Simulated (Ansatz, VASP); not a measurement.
Two plane-wave programs on C

Contents of INCAR:

```
PREC = Accurate ; ENCUT = 520
EDIFF = 1E-6 ; ISMEAR = 0
SIGMA = 0.05 ; LREAL = F
LASPH = T ; NELM = 60
ALGO = Normal ; ISIF = 2
LWAVE = F ; LCHARG = F
GGA = PE ; NBANDS = 11
```

File KPOINTS:

```
regular mesh
0
Gamma
  12 12 12
```

The input POSCAR:

```
C
1.0
    0.0000000000      1.7298962802      1.9028859083
    1.7298962802      0.0000000000      1.9028859083
    1.7298962802      1.7298962802      0.0000000000
C
2
Direct
    0.5000000000      0.5000000000      0.5000000000
    0.7500000000      0.7500000000      0.7500000000
```

Input for Ansatz:

```yaml
crystal:
  lattice:
    - [0.0, 1.7298962802, 1.9028859083]
    - [1.7298962802, 0.0, 1.9028859083]
    - [1.7298962802, 1.7298962802, 0.0]
  atoms:
    - { symbol: C, position: [0.5, 0.5, 0.5] }
    - { symbol: C, position: [0.75, 0.75, 0.75] }
basis:
  ecutwfc: 420
kpoints:
  mp_grid: { grid: [12, 12, 12] }
hamiltonian:
  xc: pbe
scf:
  occupations: { method: gaussian, width: 0.05 }
output:
  forces: true
  stress: true
  eigenvalues: true
```

Alike in both runs: task single point; functional PBE; k mesh 12 × 12 × 12; occupations gaussian, width 0.05 eV; no spin polarisation.

|  | VASP | Ansatz |
| --- | --- | --- |
| version | VASP 6.6.1 | Ansatz 0.2.0 |
| potentials or method | VASP PAW PBE potentials, release 64 (C) | scalar-relativistic, plane waves, PAW |
| plane-wave cutoff (eV) | 520 | 420 |
| valence electrons in the cell | 8 | 8 |

```csv
,VASP,Ansatz,Ansatz less VASP
gap on the k mesh at the Fermi level (eV),2.95,2.96,+0.008
least direct gap on the mesh (eV),4.74,4.75,+0.006
pressure (GPa),1.0,0.4,-0.63
largest component of the traceless stress (GPa),64.38,64.39,+0.011
```
